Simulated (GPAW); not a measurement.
CuO:

```
Cu O
1.0
     3.17550    0.00000    0.00000
     0.00000    3.17550    0.00000
     0.00000    0.00000    4.64953
Cu O
2 2
Direct
  0.00000 0.00000 0.00000
  0.50000 0.50000 0.00000
  0.50000 0.00000 0.26700
  0.00000 0.50000 0.73300
```

The cell was built by a generator and needn't be a form met in nature.

Base run:

```yaml
Program: GPAW 26.7.0
Functional: PBE
Potentials_or_basis: GPAW PAW data sets (gpaw-data 1.2.1)
Cutoff: 800 eV
Basis: pw
k_mesh: 8 × 8 × 6
Occupations: fermi-dirac, width 0.05 eV
Spin: no spin polarisation
```

Its results: band gap on the k mesh none (metal or under the smearing width); pressure 18.6 GPa; largest force 0.664 eV/Å.

**Question.** The run is repeated on the same cell with these changes: potentials or basis from GPAW PAW data sets (gpaw-data 1.2.1) to JTH PAW 2.0, PBE; valence electrons from 34 to 50. What comes out?

**Answer.** Band gap on the k mesh none (metal or under the smearing width); pressure 16.6 GPa; largest force 0.862 eV/Å.

Caveats: the run has no spin polarisation, though such a crystal can be magnetic; semilocal functionals often make such compounds metallic where correlation or magnetic order opens a gap, which also shifts bond lengths; the program truncates these outside data sets (some runs).

Not every run made on this cell is shown here.
